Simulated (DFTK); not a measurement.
The system is Mo.

```
Mo
1.0
    -1.58381    1.58381    1.58381
     1.58381   -1.58381    1.58381
     1.58381    1.58381   -1.58381
Mo
1
Direct
  0.00000 0.00000 0.00000
```

Base run:

- Program: DFTK 0.8.2
- Functional: PBE
- Potentials or basis: dojo.nc.sr.pbe.v0_4_1.standard.upf (PBE)
- Cutoff: 1088 eV
- k mesh: 12 × 12 × 12
- Occupations: fermi-dirac, width 0.05 eV
- Spin: no spin polarisation

Its results: band gap on the k mesh none (metal or under the smearing width); pressure -1.6 GPa.

The run is repeated on the same cell with these changes: functional from PBE to PBEsol; potentials or basis from dojo.nc.sr.pbe.v0_4_1.standard.upf (PBE) to dojo.nc.sr.pbesol.v0_4_1.standard.upf (PBEsol). What comes out?

Band gap on the k mesh none (metal or under the smearing width); pressure -9.4 GPa.

Not every run made on this cell is shown here.
